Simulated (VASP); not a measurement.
A run of VASP 6.6.1 is set up as follows.

The input INCAR:

```
PREC = Accurate ; ENCUT = 520
EDIFF = 1E-7 ; ISMEAR = 0
SIGMA = 0.1 ; LREAL = False
LASPH = True ; NELM = 100
ALGO = Fast ; ISIF = 2
LWAVE = False ; LCHARG = False
GGA = PE ; NBANDS = 9
```

File KPOINTS:

```
regular mesh
0
Gamma
  12 12 12
```

The input POSCAR:

```
Mg
1.0
    3.6344470830      0.0000000000      0.0000000000
    0.0000000000      3.6344470830      0.0000000000
    0.0000000000      0.0000000000      3.4108745846
Mg
2
Direct
    0.0000000000      0.0000000000      0.0000000000
    0.5000000000      0.5000000000      0.5000000000
```

Potentials or basis: VASP PAW PBE potentials, release 64 (Mg).

Launch:

```sh
$ cat potpaw_PBE.64/Mg/POTCAR > POTCAR
$ mpirun -np 1 vasp_std > vasp.out
```

Task: Predict the pressure.

Result: 0.5 GPa.

Task: Predict the band gap on the k mesh.

Result: None (metal or under the smearing width).

Stress tensor (GPa, compression positive):
```
 0.83  0.00  0.00
 0.00  0.83  0.00
 0.00  0.00 -0.11
```
